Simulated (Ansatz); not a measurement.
# Te2Mo monolayer (1T) under uniaxial strain along the armchair direction, normal to a, with the width clamped, part 2 of 3

Aim: how do the optical modes of Te2Mo monolayer (1T) shift and split under this strain?

Ansatz 0.2.0; DFT PBEsol, scalar-relativistic, plane waves, PAW; PAW set soft_1.

So far: Starting point; A rough relaxation first; Relaxation.

### 4. Tight relaxation

Phonons need small forces and stress, so the relaxation is finished with tight tolerances on 15×15×1 k points.

Contents of input.yaml:

```yaml
crystal:
  lattice:
    - [3.4293753089, 0.0, 0.0]
    - [-1.7146876544, 2.9699261366, 0.0]
    - [0.0, 0.0, 30.424]
  atoms:
    - { symbol: Mo, position: [0.0, 0.0, 0.328687878] }
    - { symbol: Te, position: [0.3333333333, 0.6666666667, 0.3899877221] }
    - { symbol: Te, position: [0.6666666667, 0.3333333333, 0.2673880339] }
  periodic: [true, true, false]
kpoints:
  mp_grid: { grid: [15, 15, 1] }
hamiltonian:
  xc: pbesol
  pseudopotentials: { kind: paw, azcp: { folder: soft_1 }, xc_functional: pbe }
scf:
  occupations: { method: methfessel_paxton, width: 0.2 }
output:
  forces: true
  stress: true
  eigenvalues: true
  write_density: true
  write_potential: true
  elf: true
  volumetric_format: npy
relax:
  adjacent_minimum: "off"
  f_tol: 0.001
  max_steps: 60
  cell: { stress_2d_tol: 0.002 }
```

Launch:

```sh
> ansatz run input.yaml --threads 4 --pin off --max-ram 16384MiB --backend cpu --events-out ev --progress --plain --runs-dir out
```

Numbers of over 12 decimals in the logs are rounded to 6 here.

What it wrote:

```text
[...]
Crystal: 3 atoms, lattice volume = 309.868 Å³
Basis set: ecut = 420 eV, 6041 PW (Γ), exchange–correlation on 48×48×432 points (8 copies of the dense FFT grid, shifted against one another)
Bands: 28, of which v1, the nominal top of the filled ones, is band 23 counted from 1 (22 counted from 0)
Symmetry: 12 space group operations
[...]
k-points: 27 of 225
[...]
° read free of the cell's end (the report's vacuum.weakly_bound_levels)
--- Relaxed structure (3 steps of the walk, 2 accepted, 1 SCFs on fresh bases) ---
[...]
cell:  # Å, volume = 309.9093 Å³
    - [3.429603, -2.8869478434591975e-11, 0]
    - [-1.714801, 2.970123, 0]
    - [0, 0, 30.424]
  atoms:
    - { symbol: Mo, position: [0, 0, 0.328687878] }
    - { symbol: Te, position: [0.333333, 0.666667, 0.389979] }
    - { symbol: Te, position: [0.666667, 0.333333, 0.267397] }
[key lines of the parts left out:]
SCF converged after 7 iterations
Free energy (F): -18700.980546 eV
Fermi energy:    -4.249288 eV
P = ½ c Tr σ = 0.0007 N/m
```

It took 23 s on 4 threads of Arm Neoverse V1, shared host; peak memory 0.79 GiB; 89 s of CPU time.

Little changed from the start: no atom moved by 0.005 Å and no cell edge by 0.1 %.

Electrostatic potential energy in the ac plane at fractional y = 0.000, with atoms of Mo within 0.2 Å of it. With pseudopotentials it is smooth inside the atoms' cores, unlike the true potential.

Ten even steps from '0' (-20 eV) to '9' (0 eV), each cell a mean:
```
99999999999999
99999999999999
99999999999999
99999999999999
99999999999999
99999999999999
99999999999999
99999999999999
99999999999999
99999999999999
99999999999999
99999999999999
99999999999999
99999888889999
88876421246788
00124677763110
00014677763100
88875421246788
99998888889999
99999999999999
99999999999999
99999999999999
99999999999999
99999999999999
```
Columns run along a (3.4 Å; values clipped at the 3rd and 97th percentile), rows up along c (30.4 Å). Atoms in or near the plane, at fractional coordinates: Mo at (0.00, 0.33).

ELF in the ac plane at fractional y = 0.000, with atoms of Mo within 0.2 Å of it. It is the smooth field of the valence electrons, not physical close to the nuclei.

Values, 24 rows by 14 columns, each cell a mean:
```
0.00 0.00 0.00 0.00 0.00 0.00 0.00 0.00 0.00 0.00 0.00 0.00 0.00 0.00
0.00 0.00 0.00 0.00 0.00 0.00 0.00 0.00 0.00 0.00 0.00 0.00 0.00 0.00
0.00 0.00 0.00 0.00 0.00 0.00 0.00 0.00 0.00 0.00 0.00 0.00 0.00 0.00
0.00 0.00 0.00 0.00 0.00 0.00 0.00 0.00 0.00 0.00 0.00 0.00 0.00 0.00
0.00 0.00 0.00 0.00 0.00 0.00 0.00 0.00 0.00 0.00 0.00 0.00 0.00 0.00
0.00 0.00 0.00 0.00 0.00 0.00 0.00 0.00 0.00 0.00 0.00 0.00 0.00 0.00
0.00 0.00 0.00 0.00 0.00 0.00 0.00 0.00 0.00 0.00 0.00 0.00 0.00 0.00
0.00 0.00 0.00 0.00 0.00 0.00 0.00 0.00 0.00 0.00 0.00 0.00 0.00 0.00
0.00 0.00 0.00 0.00 0.00 0.00 0.00 0.00 0.00 0.00 0.00 0.00 0.00 0.00
0.00 0.00 0.00 0.00 0.00 0.00 0.00 0.00 0.00 0.00 0.00 0.00 0.00 0.00
0.00 0.00 0.00 0.00 0.00 0.00 0.00 0.00 0.00 0.00 0.00 0.00 0.00 0.00
0.00 0.00 0.00 0.00 0.00 0.00 0.00 0.00 0.00 0.00 0.00 0.00 0.00 0.00
0.00 0.00 0.00 0.01 0.03 0.05 0.07 0.08 0.07 0.04 0.02 0.01 0.00 0.00
0.02 0.03 0.08 0.19 0.35 0.49 0.57 0.60 0.56 0.47 0.31 0.15 0.07 0.03
0.16 0.20 0.31 0.46 0.55 0.55 0.53 0.52 0.53 0.55 0.54 0.42 0.28 0.19
0.46 0.48 0.47 0.39 0.32 0.36 0.43 0.46 0.42 0.35 0.33 0.41 0.48 0.48
0.47 0.50 0.50 0.40 0.31 0.34 0.41 0.45 0.40 0.32 0.32 0.43 0.51 0.50
0.17 0.21 0.31 0.46 0.55 0.54 0.52 0.51 0.53 0.55 0.54 0.43 0.29 0.20
0.03 0.04 0.09 0.21 0.38 0.52 0.60 0.62 0.59 0.50 0.34 0.17 0.08 0.04
0.00 0.00 0.01 0.01 0.03 0.06 0.09 0.10 0.08 0.06 0.03 0.01 0.01 0.00
0.00 0.00 0.00 0.00 0.00 0.00 0.00 0.00 0.00 0.00 0.00 0.00 0.00 0.00
0.00 0.00 0.00 0.00 0.00 0.00 0.00 0.00 0.00 0.00 0.00 0.00 0.00 0.00
0.00 0.00 0.00 0.00 0.00 0.00 0.00 0.00 0.00 0.00 0.00 0.00 0.00 0.00
0.00 0.00 0.00 0.00 0.00 0.00 0.00 0.00 0.00 0.00 0.00 0.00 0.00 0.00
```
Columns run along a (3.4 Å), rows up along c (30.4 Å). Atoms in or near the plane, at fractional coordinates: Mo at (0.00, 0.33).

Valence density in the ac plane at fractional y = 0.000, with atoms of Mo within 0.2 Å of it. It is the smooth field of the valence electrons, not physical close to the nuclei.

Values in e/Å³, 24 rows by 14 columns, each cell a mean:
```
0.0 0.0 0.0 0.0 0.0 0.0 0.0 0.0 0.0 0.0 0.0 0.0 0.0 0.0
0.0 0.0 0.0 0.0 0.0 0.0 0.0 0.0 0.0 0.0 0.0 0.0 0.0 0.0
0.0 0.0 0.0 0.0 0.0 0.0 0.0 0.0 0.0 0.0 0.0 0.0 0.0 0.0
0.0 0.0 0.0 0.0 0.0 0.0 0.0 0.0 0.0 0.0 0.0 0.0 0.0 0.0
0.0 0.0 0.0 0.0 0.0 0.0 0.0 0.0 0.0 0.0 0.0 0.0 0.0 0.0
0.0 0.0 0.0 0.0 0.0 0.0 0.0 0.0 0.0 0.0 0.0 0.0 0.0 0.0
0.0 0.0 0.0 0.0 0.0 0.0 0.0 0.0 0.0 0.0 0.0 0.0 0.0 0.0
0.0 0.0 0.0 0.0 0.0 0.0 0.0 0.0 0.0 0.0 0.0 0.0 0.0 0.0
0.0 0.0 0.0 0.0 0.0 0.0 0.0 0.0 0.0 0.0 0.0 0.0 0.0 0.0
0.0 0.0 0.0 0.0 0.0 0.0 0.0 0.0 0.0 0.0 0.0 0.0 0.0 0.0
0.0 0.0 0.0 0.0 0.0 0.0 0.0 0.0 0.0 0.0 0.0 0.0 0.0 0.0
0.0 0.0 0.0 0.0 0.0 0.0 0.0 0.0 0.0 0.0 0.0 0.0 0.0 0.0
0.0 0.0 0.0 0.0 0.0 0.0 0.0 0.0 0.0 0.0 0.0 0.0 0.0 0.0
0.0 0.0 0.0 0.0 0.1 0.1 0.1 0.1 0.1 0.1 0.1 0.0 0.0 0.0
0.1 0.1 0.2 0.2 0.3 0.4 0.5 0.5 0.4 0.4 0.3 0.2 0.2 0.1
3.3 2.9 2.0 0.9 0.4 0.3 0.3 0.3 0.3 0.3 0.5 1.1 2.2 3.1
3.8 3.3 2.3 1.0 0.4 0.3 0.2 0.2 0.3 0.3 0.5 1.3 2.5 3.5
0.1 0.2 0.2 0.2 0.3 0.4 0.5 0.5 0.5 0.4 0.3 0.2 0.2 0.2
0.0 0.0 0.0 0.1 0.1 0.1 0.1 0.1 0.1 0.1 0.1 0.1 0.0 0.0
0.0 0.0 0.0 0.0 0.0 0.0 0.0 0.0 0.0 0.0 0.0 0.0 0.0 0.0
0.0 0.0 0.0 0.0 0.0 0.0 0.0 0.0 0.0 0.0 0.0 0.0 0.0 0.0
0.0 0.0 0.0 0.0 0.0 0.0 0.0 0.0 0.0 0.0 0.0 0.0 0.0 0.0
0.0 0.0 0.0 0.0 0.0 0.0 0.0 0.0 0.0 0.0 0.0 0.0 0.0 0.0
0.0 0.0 0.0 0.0 0.0 0.0 0.0 0.0 0.0 0.0 0.0 0.0 0.0 0.0
```
Columns run along a (3.4 Å), rows up along c (30.4 Å). Atoms in or near the plane, at fractional coordinates: Mo at (0.00, 0.33).

The largest force component left is 0.050 meV/Å, within the tolerances set.

### 5. Modes at rest

Phonons follow from the second derivative of the energy, found here by linear response.

The modes at rest are the reference of the series.

input.yaml, the sections that differ from step 4:

```yaml
crystal:
  lattice:
    - [3.4296028271, 0.0, 0.0]
    - [-1.7148014135, 2.9701231731, 0.0]
    - [0.0, 0.0, 30.424]
  atoms:
    - { symbol: Mo, position: [0.0, 0.0, 0.328687878] }
    - { symbol: Te, position: [0.3333333333, 0.6666666667, 0.3899785126] }
    - { symbol: Te, position: [0.6666666667, 0.3333333333, 0.2673972434] }
  periodic: [true, true, false]
output:
  eigenvalues: true
phonons:
  method: dfpt
# kpoints, hamiltonian, scf: as in step 4
# relax: removed
```

What it wrote:

```text
Warning: crystal.symmetry: narrowed to the stabiliser of the run's FFT grids — unitary ops 12 → 6. A phonons.method: dfpt run fills in the rows of the dynamical matrix that it does not solve by its symmetry operations, which is exact only for operations that map its FFT grids onto themselves: filled in by any other, the frequencies could depend on the order in which like atoms are typed, or, by more than the grids' own error, on where the crystal sits among the grids' points. Excluded: 6 operations. The run can therefore solve more perturbations, solve them on more k-points, or both, and cost more. [rest of the remark cut]
[...]
Crystal: 3 atoms, lattice volume = 309.909 Å³
Basis set: ecut = 420 eV, 6041 PW (Γ), exchange–correlation on 48×48×432 points (8 copies of the dense FFT grid, shifted against one another)
Bands: 28, of which v1, the nominal top of the filled ones, is band 23 counted from 1 (22 counted from 0)
Symmetry: 12 space group operations
k-points: 64 of 225 (irreducible under 2 space group operations, time reversal used)
[...]
SCF iter   1: F=—  HF=-18701.704690 eV  |F-HF|=—  |Δ(HF+E_count)|=         —  Δρ=2.37e-2  dr2=2.39e0  ethr=3.10e-3  ⟨swp⟩=15.9  Hψ=13888  notcnv=0
[...]
SCF iter  10: F=-18700.980546 eV  HF=-18700.980546 eV  |F-HF|=9.46e-11  |Δ(HF+E_count)|=   1.92e-9  S|Δr|=    0.00e0  Δρ=3.85e-8  dr2=6.62e-12  ethr=1.00e-12  ⟨swp⟩=15.4  Hψ=16789  notcnv=0
SCF 1 converged in 10 iterations: F = -18700.980546 eV  dr2 = 6.62e-12
[...]
DFPT response loops at Γ: preconditioner auto → none (partly filled bands, converged f_vac=0.740); β = 0.50; Broyden in place of MSR1
SCF converged after 10 iterations
[...]
Free energy (F): -18700.980546 eV
[...]
Internal energy: -18700.984876 eV  (E = F + TS)
E sigma→0 (E₀):  -18700.981629 eV
Entropy (-TS):   0.004330 eV (1.443 meV/atom)
Fermi energy:    -4.249291 eV
[...]
--- Band table (eV; the first three rows and the last of 64) ---
  k-point 0: bands = [... 19 lower, -6.6415, -5.7441, -4.9755, -4.9755, -2.5249, -2.5249, -0.6729, -0.4329, ... 1 higher]
  k-point 1: bands = [... 19 lower, -6.4993, -5.7430, -5.0904, -5.0582, -2.8521, -2.5116, -0.9075 (-0.9075°), -0.5764, ... 1 higher]
  k-point 2: bands = [... 19 lower, -6.4120, -5.8560, -5.3922, -5.2339, -3.4042, -2.5361, -1.7817, -0.7862, ... 1 higher]
  k-point 63: bands = [... 19 lower, -7.8095, -7.5481, -6.7584, -4.4950, -4.1349, -3.0642, -2.8344, -1.1277, ... 1 higher]
  ° read free of the cell's end (the report's vacuum.weakly_bound_levels)
--- Phonons (Γ-DFPT): 6 representative perturbations + reference, on 64 of 225 k-points (Σ response iterations 27) ---
  ASR residual: 4.169e-5 → 0.000e0 eV/Å²; symmetrization residual: 2.523e-5 eV/Å²
  The last average, over the group as it would stand without the narrowing to the FFT grids, took up to 6.934e-6 eV/Å² of the zone centre's force constants
  ASR residual per site (eV/Å²): 1.43e-5 2.67e-5 4.17e-5
  Γ frequencies (cm⁻¹): 0.00 0.00 0.00 112.59 112.59 162.99 180.71 180.71 249.05
  non-analytic LO–TO correction: not included (Born effective charges unavailable; polar crystals: no LO–TO splitting at Γ)
```

Wall time 2.1 min (4 threads); peak memory 2 GiB.

Numbers from this step:

```
sum-rule residual before enforcement                    : 4.17e-5 eV/Å²
point group                                             : -3m
highest optical mode at the zone centre (no LO-TO term) : 249.1 cm⁻¹
lowest optical zone-centre mode                         : 112.6 cm⁻¹
```

Patterns of degenerate modes are one choice out of their space. The modes at Γ (shares of kinetic energy by element, %):

| mode | frequency (cm⁻¹) | symmetry | Mo % | Te % |
| --- | --- | --- | --- | --- |
| 1 | 0.0 | acoustic | 27 | 73 |
| 2 | 0.0 | acoustic | 27 | 73 |
| 3 | 0.0 | acoustic | 27 | 73 |
| 4 | 112.6 | Eg | 0 | 100 |
| 5 | 112.6 | Eg | 0 | 100 |
| 6 | 163.0 | A1g | 0 | 100 |
| 7 | 180.7 | Eu | 73 | 27 |
| 8 | 180.7 | Eu | 73 | 27 |
| 9 | 249.1 | A2u | 73 | 27 |

Displacements in mode 4 (112.6 cm⁻¹), the largest set to 1:
```
Mo1  0.00  0.00  0.00
Te2  0.00 -1.00  0.00
Te3  0.00  1.00  0.00
```

Displacements in mode 9 (249.1 cm⁻¹), the largest set to 1:
```
Mo1  0.00  0.00  1.00
Te2  0.00  0.00 -0.38
Te3  0.00  0.00 -0.38
```

Before it was imposed, the acoustic sum rule was missed by 4.2e-5 eV/Å². Small misses are needed for a sound result but don't prove that mesh and cutoff are converged. The lowest optical mode is real, 113 cm⁻¹.

### 6. A member of the series: uniaxial strain of +5 % along the armchair direction, normal to a, with the width clamped

The cell takes a uniaxial strain of +5 % along the armchair direction, normal to a, with the width clamped. The cell is held, and the atoms relax in it.

input.yaml, the sections that differ from step 5:

```yaml
crystal:
  lattice:
    - [3.4296028271, 0.0, 0.0]
    - [-1.7148014135, 3.1186293317, 0.0]
    - [0.0, 0.0, 30.424]
  atoms:
    - { symbol: Mo, position: [0.0, 0.0, 0.328687878] }
    - { symbol: Te, position: [0.3294170426, 0.6588340851, 0.3889218791] }
    - { symbol: Te, position: [0.6705829574, 0.3411659149, 0.2684538769] }
  periodic: [true, true, false]
output:
  forces: true
  stress: true
  eigenvalues: true
relax:
  adjacent_minimum: "off"
  f_tol: 0.001
  max_steps: 60
# kpoints, hamiltonian, scf: as in step 5
# phonons: removed
```

What it wrote:

```text
[...]
--- Relaxed structure (5 steps of the walk, 4 accepted, 0 SCFs on fresh bases) ---
  F+E_penalty+E_count = -18700.91291136 eV   max|allowed force component| = 1.944e-4 eV/Å
  cell:  # Å, volume = 325.4048 Å³
    - [3.4296028271, -2.749280229779792e-11, 0.0]
    - [-1.714801413525, 3.118629, 0.0]
    - [0.0, 0.0, 30.424]
  atoms:
    - { symbol: Mo, position: [0, 0, 0.328687878] }
    - { symbol: Te, position: [0.328507, 0.657014, 0.388647] }
    - { symbol: Te, position: [0.671493, 0.342986, 0.268729] }
[key lines of the parts left out:]
SCF converged after 4 iterations
Free energy (F): -18700.912911 eV
Fermi energy:    -4.251159 eV
P = ½ c Tr σ = -1.8855 N/m
```

Wall time 41 s (4 threads); peak memory 0.96 GiB.

Relaxation path:

| step | energy less that of the first step (eV) | largest force component (eV/Å) |
| --- | --- | --- |
| 1 | 0.0000 | 0.0970 |
| 2 | 0.0035 | 0.2241 |
| 3 | -0.0010 | 0.0018 |
| 4 | -0.0010 | 0.0018 |
| 5 | -0.0010 | 0.0002 |

Relaxation step 2 was tried and not accepted.

Forces are held to the 4 operations that the run works with; a distortion that breaks them can't arise in this run.

The atoms that moved most (Å):

| atom | dx | dy | dz | length |
| --- | --- | --- | --- | --- |
| Te2 | 0.000 | -0.006 | -0.008 | 0.010 |
| Te3 | 0.000 | 0.006 | 0.008 | 0.010 |

Final coordinates:

```xyz
3
Lattice="3.4296 0.0000 0.0000 -1.7148 3.1186 0.0000 0.0000 0.0000 30.4240" Properties=species:S:1:pos:R:3
Mo    0.0000    0.0000   10.0000
Te    0.0000    2.0490   11.8242
Te    1.7148    1.0696    8.1758
```

This step gave:

```
area per atom : 3.565 Å²
```

The largest force component left is 0.19 meV/Å.

### 7. Zone-centre modes of the member: uniaxial strain of +5 % along the armchair direction, normal to a, with the width clamped

The zone-centre modes follow for uniaxial strain of +5 % along the armchair direction, normal to a, with the width clamped.

input.yaml, the sections that differ from step 6:

```yaml
crystal:
  lattice:
    - [3.4296028271, 0.0, 0.0]
    - [-1.7148014135, 3.1186293317, 0.0]
    - [0.0, 0.0, 30.424]
  atoms:
    - { symbol: Mo, position: [0.0, 0.0, 0.328687878] }
    - { symbol: Te, position: [0.3285070956, 0.6570141911, 0.3886467143] }
    - { symbol: Te, position: [0.6714929044, 0.3429858089, 0.2687290417] }
  periodic: [true, true, false]
output:
  eigenvalues: true
phonons:
  method: dfpt
# kpoints, hamiltonian, scf: as in step 6
# relax: removed
```

What it wrote:

```text
[...]
Crystal: 3 atoms, lattice volume = 325.405 Å³
Basis set: ecut = 420 eV, 6291 PW (Γ), exchange–correlation on 48×48×432 points (8 copies of the dense FFT grid, shifted against one another)
Bands: 28, of which v1, the nominal top of the filled ones, is band 23 counted from 1 (22 counted from 0)
Symmetry: 4 space group operations
k-points: 64 of 225 (irreducible under 2 space group operations, time reversal used)
[...]
SCF iter   1: F=—  HF=-18701.648303 eV  |F-HF|=—  |Δ(HF+E_count)|=         —  Δρ=2.41e-2  dr2=2.61e0  ethr=3.10e-3  ⟨swp⟩=15.3  Hψ=13670  notcnv=0
[...]
SCF iter  11: F=-18700.912911 eV  HF=-18700.912911 eV  |F-HF|=2.51e-10  |Δ(HF+E_count)|=   1.47e-9  S|Δr|=    0.00e0  Δρ=5.16e-8  dr2=9.07e-12  ethr=1.00e-12  ⟨swp⟩=15.5  Hψ=17474  notcnv=0
SCF 1 converged in 11 iterations: F = -18700.912911 eV  dr2 = 9.07e-12
[...]
SCF converged after 11 iterations
[...]
Free energy (F): -18700.912911 eV
[...]
Internal energy: -18700.916096 eV  (E = F + TS)
E sigma→0 (E₀):  -18700.913707 eV
Entropy (-TS):   0.003184 eV (1.061 meV/atom)
Fermi energy:    -4.251162 eV
[...]
--- Band table (eV; the first three rows and the last of 64) ---
  k-point 0: bands = [... 19 lower, -6.6924, -5.5366, -5.2826, -4.9310, -3.2314, -2.7140, -0.8535 (-0.8536°), -0.6354, ... 1 higher]
  k-point 1: bands = [... 19 lower, -6.6408, -5.5528, -5.4377, -5.0037, -3.4297, -2.6832, -1.3036 (-1.3036°), -0.6439, ... 1 higher]
  k-point 2: bands = [... 19 lower, -6.5095, -5.9515, -5.5400, -5.1606, -3.7223, -2.6546, -2.0793, -0.8533, ... 1 higher]
  k-point 63: bands = [... 19 lower, -7.7250, -7.4850, -6.7529, -4.5826, -4.1981, -3.1536, -2.8823, -1.1127, ... 1 higher]
  ° read free of the cell's end (the report's vacuum.weakly_bound_levels)
[...]
ASR residual: 1.082e-4 → 0.000e0 eV/Å²; symmetrization residual: 5.960e-5 eV/Å²
[...]
ASR residual per site (eV/Å²): 9.59e-5 8.57e-5 1.08e-4
  Γ frequencies (cm⁻¹): 0.00 0.00 0.00 110.95 113.46 159.22 164.11 177.59 251.52
[...]
```

Wall time 2.8 min (4 threads); peak memory 2.1 GiB.

This step gave:

* sum-rule residual before enforcement: 1.08e-4 eV/Å²
* point group: 2/m
* highest optical mode at the zone centre (no LO-TO term): 251.5 cm⁻¹
* lowest optical zone-centre mode: 111.0 cm⁻¹

Patterns of degenerate modes are one choice out of their space. Modes at Γ, with each element's share of the kinetic energy:

| mode | frequency (cm⁻¹) | symmetry | Mo % | Te % |
| --- | --- | --- | --- | --- |
| 1 | 0.0 | acoustic | 27 | 73 |
| 2 | 0.0 | acoustic | 27 | 73 |
| 3 | 0.0 | acoustic | 27 | 73 |
| 4 | 111.0 | Ag | 0 | 100 |
| 5 | 113.5 | Bg | 0 | 100 |
| 6 | 159.2 | Ag | 0 | 100 |
| 7 | 164.1 | Bu | 73 | 27 |
| 8 | 177.6 | Au | 73 | 27 |
| 9 | 251.5 | Bu | 73 | 27 |

Displacements in mode 4 (111.0 cm⁻¹), the largest set to 1:
```
Mo1  0.00  0.00  0.00
Te2  0.00  1.00  0.05
Te3  0.00 -1.00 -0.05
```

Displacements in mode 6 (159.2 cm⁻¹), the largest set to 1:
```
Mo1  0.00  0.00  0.00
Te2  0.00 -0.05  1.00
Te3  0.00  0.05 -1.00
```

The lowest optical mode is real, 111 cm⁻¹, and the highest lies at 251.5 cm⁻¹.

### 8. A member of the series: uniaxial strain of -3 % along the armchair direction, normal to a, with the width clamped

The cell takes a uniaxial strain of -3 % along the armchair direction, normal to a, with the width clamped. The cell is held, and the atoms relax in it.

input.yaml, the sections that differ from step 7:

```yaml
crystal:
  lattice:
    - [3.4296028271, 0.0, 0.0]
    - [-1.7148014135, 2.881019478, 0.0]
    - [0.0, 0.0, 30.424]
  atoms:
    - { symbol: Mo, position: [0.0, 0.0, 0.328687878] }
    - { symbol: Te, position: [0.3355030234, 0.6710060468, 0.3904758112] }
    - { symbol: Te, position: [0.6644969766, 0.3289939532, 0.2668999448] }
  periodic: [true, true, false]
output:
  forces: true
  stress: true
  eigenvalues: true
relax:
  adjacent_minimum: "off"
  f_tol: 0.001
  max_steps: 60
# kpoints, hamiltonian, scf: as in step 7
# phonons: removed
```

What it wrote:

```text
[...]
Crystal: 3 atoms, lattice volume = 300.612 Å³
Basis set: ecut = 420 eV, 5901 PW (Γ), exchange–correlation on 48×48×432 points (8 copies of the dense FFT grid, shifted against one another)
Bands: 28, of which v1, the nominal top of the filled ones, is band 23 counted from 1 (22 counted from 0)
Symmetry: 4 space group operations
[...]
--- Relaxed structure (6 steps of the walk, 5 accepted, 0 SCFs on fresh bases) ---
  F+E_penalty+E_count = -18700.94879646 eV   max|allowed force component| = 5.570e-6 eV/Å
  cell:  # Å, volume = 300.6120 Å³
    - [3.4296028271, -2.976024990850191e-11, 0.0]
    - [-1.714801413525, 2.881019, 0.0]
    - [0.0, 0.0, 30.424]
  atoms:
    - { symbol: Mo, position: [0, 0, 0.328687878] }
    - { symbol: Te, position: [0.336616, 0.673232, 0.390719] }
    - { symbol: Te, position: [0.663384, 0.326768, 0.266657] }
[key lines of the parts left out:]
SCF converged after 4 iterations
Free energy (F): -18700.948796 eV
Fermi energy:    -4.254502 eV
P = ½ c Tr σ = 1.7743 N/m
```

The job ended after 50 s (4 threads; peak memory 0.92 GiB; 3.3 min of CPU time).

Step by step:

| step | energy less that of the first step (eV) | largest force component (eV/Å) |
| --- | --- | --- |
| 1 | 0.0000 | 0.0968 |
| 2 | 0.0034 | 0.2186 |
| 3 | -0.0010 | 0.0017 |
| 4 | -0.0010 | 0.0017 |
| 5 | -0.0010 | 0.0013 |
| 6 | -0.0010 | 0.0000 |

Relaxation step 2 was tried and not accepted.

The run keeps the 4 symmetry operations that it works with, so distortions that break them were not tested.

Final coordinates:

```
Mo Te
1.0
     3.42960    0.00000    0.00000
    -1.71480    2.88102    0.00000
     0.00000    0.00000   30.42400
Mo Te
1 2
Direct
  0.00000 0.00000 0.32869
  0.33662 0.67323 0.39072
  0.66338 0.32677 0.26666
```

This step gave:

```yaml
area_per_atom: 3.294 Å²
```

The largest force component left is 0.0056 meV/Å.

[end of part 2 of 3]

[Logs are printed without paths, hosts, clocks, repeated set-up lines and the standing remarks that a program may print on its own settings, such as how far it seeks lower states.]

[Hosts, paths, dates, database ids (printed as entryN), source tags and the programs' standing remarks are cut or masked in the printed files.]
